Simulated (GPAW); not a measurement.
Crystal: SrO.

```
CELL_PARAMETERS angstrom
0.00000 2.56630 2.56630
2.56630 0.00000 2.56630
2.56630 2.56630 0.00000
ATOMIC_POSITIONS crystal
Sr 0.50000 0.50000 0.50000
O 0.00000 0.00000 0.00000
```

* Program: GPAW 26.7.0
* Task: relaxation of cell and atoms
* Functional: revPBE
* Dispersion: D4
* Potentials or basis: the program's PAW data sets (release 1.2.1) made for this functional
* Cutoff: 800 eV
* Basis: pw
* k mesh: 9 × 9 × 9
* Occupations: fermi-dirac, width 0.05 eV
* Spin: no spin polarisation

At the start: pressure 3.1 GPa; volume 16.90 Å³/atom.

Question: Where does the relaxation end?

Answer: Over 3 steps the energy falls by 5.8 meV/atom and the volume is 17.48 Å³/atom (+3.4 %); space group Fm-3m (No. 225, to 0.05 Å).

Step by step:
```
step  energy change (eV)  largest force (eV/Å)  pressure (GPa)  volume (Å³)
   1              0.0000                0.0000            3.09        33.80
   2             -0.0042                0.0000            2.43        34.04
   3             -0.0117                0.0000            0.10        34.95
```

Final structure:
```cif
data_structure
_symmetry_space_group_name_H-M 'P 1'
_symmetry_Int_Tables_number 1
_cell_length_a 3.6700
_cell_length_b 3.6700
_cell_length_c 3.6700
_cell_angle_alpha 60.000
_cell_angle_beta 60.000
_cell_angle_gamma 60.000
_cell_volume 34.95
loop_
_atom_site_label
_atom_site_type_symbol
_atom_site_fract_x
_atom_site_fract_y
_atom_site_fract_z
_atom_site_occupancy
Sr1 Sr 0.50000 0.50000 0.50000 1
O1 O 0.00000 0.00000 0.00000 1
```

Caveat: later steps reuse the first step's grids.
